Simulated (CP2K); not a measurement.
Crystal: ZrO2.

```xyz
3
Lattice="3.5993 0.0000 0.0000 1.7996 3.1171 0.0000 1.7996 1.0390 2.9388" Properties=species:S:1:pos:R:3 pbc="T T T"
Zr    0.0000    0.0000    0.0000
O     5.3989    3.1171    2.2041
O     1.7996    1.0390    0.7347
```

Measurements of this composition are mostly on another form, of space group No. 14.

Program: CP2K 2026.2. Alike in all runs: task band structure; no spin polarisation; cell as given; k mesh 9 × 9 × 9.

**Question.** Order these runs on this cell by their pressure, lowest first.
A. level LDA; potentials or basis GTH_POTENTIALS Zr GTH-PADE-q12, O GTH-PADE-q6; TZVP-MOLOPT-PBE-GTH basis; smearing fermi-dirac 0.01 eV; points a segment of the path (NPOINTS) 6; bands added on the path 6; CUTOFF of the grids 600 Ry
B. level r2SCAN; potentials or basis POTENTIAL_UZH Zr GTH-SCAN-q12, O GTH-SCAN-q6; TZVP-MOLOPT-SCAN-GTH basis; smearing fermi-dirac 0.1 eV; points a segment of the path (NPOINTS) 8; bands added on the path 6; CUTOFF of the grids 850 Ry
C. level PBEsol; potentials or basis POTENTIAL_UZH Zr GTH-PBE-q12, O GTH-PBE-q6; TZVP-MOLOPT-PBE-GTH basis; smearing fermi-dirac 0.1 eV; points a segment of the path (NPOINTS) 8; bands added on the path 4; CUTOFF of the grids 600 Ry

**Answer.** A (-9.5 GPa), C (-0.7 GPa), B (2.1 GPa).

Caveats: the basis of atomic orbitals isn't converged, which shifts pressures, moduli and gaps; the potentials were made for another functional, which shifts forces and pressure (some runs).

Runs at the PBE level aren't shown here.
